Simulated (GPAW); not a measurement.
Input of a GPAW 26.7.0 run:

File run.py:

```python
from ase.dft.bandgap import bandgap
from ase.io import read, write
from ase.units import Bohr, GPa
from gpaw import GPAW, PW, setup_paths
from gpaw.elf import elf_from_dft_calculation

setup_paths.insert(0, '.')

atoms = read('AlN.xyz')

calc = GPAW(mode=PW(680),
            xc='BLYP',
            kpts={'size': (6, 6, 6), 'gamma': True},
            occupations={'name': 'fermi-dirac', 'width': 0.01},
            nbands=11,
            convergence={'density': 1e-05, 'energy': 1e-05},
            eigensolver='davidson',
            maxiter=150,
            txt='gpaw.txt')
atoms.calc = calc
energy = atoms.get_potential_energy()
forces = atoms.get_forces()
stress = atoms.get_stress()
calc.write('gs.gpw')
write('result.traj', atoms)
print(f'Energy: {energy:.6f} eV')
print('Forces (eV/A):')
print(forces.round(4))
print('Stress (GPa):', (stress / GPa).round(3))
print('Fermi level:', round(calc.get_fermi_level(), 4), 'eV')
print(f'Gap: {bandgap(calc)[0]:.4f} eV, direct: {bandgap(calc, direct=True)[0]:.4f} eV')

# fields on the real-space grid
write('density.cube', atoms, data=calc.get_pseudo_density() * Bohr**3)
write('potential.cube', atoms, data=calc.get_electrostatic_potential())
write('elf.cube', atoms, data=elf_from_dft_calculation(calc).data)
```

AlN.xyz

```xyz
2
Lattice="0.0000000000 2.0345180000 2.0345180000 2.0345180000 0.0000000000 2.0345180000 2.0345180000 2.0345180000 0.0000000000" Properties=species:S:1:pos:R:3 pbc="T T T"
Al     2.0345180000      2.0345180000      2.0345180000
N      0.0000000000      0.0000000000      0.0000000000
```

Potentials or basis: PAW data sets generated in the run's folder for this functional, pw.

Launch:

```bash
$ gpaw-setup -f BLYP Al N
$ OMP_NUM_THREADS=1 python run.py
```

(1) What does it give for the pressure?

(2) Estimate the band gap on the k mesh.

Results:

(1) 1.4 GPa.

(2) 4.53 eV, indirect (least direct gap 5.66 eV).

Caveat: the k mesh is coarse (spacing up to 0.45 Å⁻¹), so the values aren't converged; the cutoff is short for stress and forces, so pressures can be off by a GPa or more.
